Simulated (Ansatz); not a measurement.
# Energy ranking of Ti2C structures

These are results of DFT r2SCAN, scalar-relativistic, plane waves, PAW in Ansatz 0.2.0, not measurements. All cells share a 500 eV cutoff and Γ-centred k meshes spaced at most 0.3 Å⁻¹ (0.19 for metals, 2π included).

These are static lattice energies at zero pressure. The comparison covers the computed candidates alone. For metals, differences of a few meV/atom aren't resolved. No run is spin-polarised.

```
#                 started from      space group  atoms  V (Å³/atom)  ΔE (meV/atom)  gap on mesh (eV)
1                database cell  Fd-3m (No. 227)     12         13.3              0              0.00
2                database cell   R-3m (No. 166)      3         13.2             15              0.00
3  anti-beta-cristobalite type  Fd-3m (No. 227)      6         31.0           2031              0.00
```

The lowest structure: Space group Fd-3m (No. 227), cubic, a = 8.620 Å. Around Ti lie 3 C at 2.10 Å; C is coordinated by 6 Ti at 2.10 Å. Its energy against the elements is -0.75 eV/atom. Energies over the elements count from the lowest elemental structures computed at the same level, with no empirical corrections.

```cif
data_structure
_symmetry_space_group_name_H-M 'Fd-3m:1'
_symmetry_Int_Tables_number 227
_cell_length_a 8.6203
_cell_length_b 8.6203
_cell_length_c 8.6203
_cell_angle_alpha 90.000
_cell_angle_beta 90.000
_cell_angle_gamma 90.000
_cell_volume 640.58
loop_
_atom_site_label
_atom_site_type_symbol
_atom_site_symmetry_multiplicity
_atom_site_Wyckoff_symbol
_atom_site_fract_x
_atom_site_fract_y
_atom_site_fract_z
_atom_site_occupancy
Ti1 Ti 32 e 0.38132 0.11868 0.11868 1
C1 C 16 d 0.12500 0.62500 0.12500 1
```

The second: Space group R-3m (No. 166), trigonal, a = 3.078 Å, c = 14.463 Å. Ti has 3 C at 2.11 Å; C is coordinated by 6 Ti at 2.11 Å.